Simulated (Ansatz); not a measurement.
Crystal: Ga.

```
Ga
1.0
     1.38300   -4.02650    0.00000
     1.38300    4.02650    0.00000
    -0.11745    0.00000    3.32993
Ga
2
Direct
  0.13100 0.86900 0.75000
  0.86900 0.13100 0.25000
```

This isn't the form of Ga at room conditions, which is orthorhombic.

| Property | Result |
| --- | --- |
| Program | Ansatz 0.2.0 |
| Task | relaxation of cell and atoms |
| Functional | BLYP |
| Dispersion | D3(BJ) |
| Potentials or basis | Ansatz PAW |
| Cutoff | 420 eV (not typed: the program's choice for these potentials) |
| k mesh | 10 × 10 × 8 |
| Occupations | fermi-dirac, width 0.05 eV |
| Spin | no spin polarisation |

At the start: volume 18.54 Å³/atom.

**Question.** How do energy, volume and symmetry change on relaxing?

**Answer.** It ends after 12 steps and the volume is 18.82 Å³/atom (+1.5 %); space group Cmcm (No. 63, to 0.05 Å).

The path:
```csv
step,energy change (eV),largest force (eV/Å),volume (Å³)
1,0.0000,0.1610,37.09
2,-0.0058,0.0202,37.37
3,-0.0074,0.0255,37.58
4,-0.0077,0.0099,37.61
5,-0.0083,0.0141,37.61
6,-0.0088,0.0024,37.58
7,-0.0094,0.0002,37.59
8,-0.0098,0.0006,37.64
9,-0.0098,0.0073,37.62
10,-0.0100,0.0162,37.63
11,-0.0100,0.0005,37.63
12,-0.0102,0.0005,37.63
```

Final structure:
```xyz
2
Lattice="1.4381 -4.0617 0.0262 1.4381 4.0617 0.0262 -0.0590 0.0000 3.2204" Properties=species:S:1:pos:R:3 pbc="T T T"
Ga    1.3938    2.9666    2.4415
Ga    1.4233   -2.9666    0.8313
```

Caveat: the plane-wave basis is chosen anew once the cell has moved, so the energies of steps on either side of that aren't comparable; pairwise dispersion overbinds metals, which lowers pressure and volume; the PAW data sets come from PBE, with cores solved anew for the run's functional, which leaves a small shift of forces and pressure.
